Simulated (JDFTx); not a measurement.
KF (Carobbiite):

```
K F
1.0
     0.00000    2.67185    2.67185
     2.67185    0.00000    2.67185
     2.67185    2.67185    0.00000
K F
1 1
Direct
  0.00000 0.00000 0.00000
  0.50000 0.50000 0.50000
```

Base run:

| Property | Result |
| --- | --- |
| Program | JDFTx 1.7.0 (patched build) |
| Functional | PBE |
| Potentials or basis | PseudoDojo-SR-PBE-0.5-standard with smoothed tails |
| Cutoff | 1143 eV |
| Density cutoff | 9143 eV |
| k mesh | 9 × 9 × 9 |
| Occupations | fermi-dirac, width 0.05 eV |
| Spin | no spin polarisation |

Its results: band gap on the k mesh 6.20 eV, direct; pressure 1.3 GPa.

After a change of settings the same cell gave: band gap on the k mesh 8.22 eV, direct; pressure 0.5 GPa. Which change was it?
A. functional from PBE to LDA; potentials or basis from PseudoDojo-SR-PBE-0.5-standard with smoothed tails to PseudoDojo-SR-LDA-0.4.1-standard with smoothed tails
B. functional from PBE to r2SCAN; potentials or basis from PseudoDojo-SR-PBE-0.5-standard with smoothed tails to SG15-PBE-1.2 with smoothed tails; cutoff from 1143 eV to 1361 eV; density cutoff from 9143 eV to 10885 eV
C. functional from PBE to HSE06; k mesh from 9 × 9 × 9 to 3 × 3 × 3

C.

Caveats: some runs use coarse meshes; an odd mesh through Γ misses points on the zone boundary, where band edges often lie (some runs); this program's HSE differs a little from the usual definition (some runs); the hybrid runs on potentials with a model core (some runs); the potentials were made for another functional, which shifts forces and pressure (some runs).
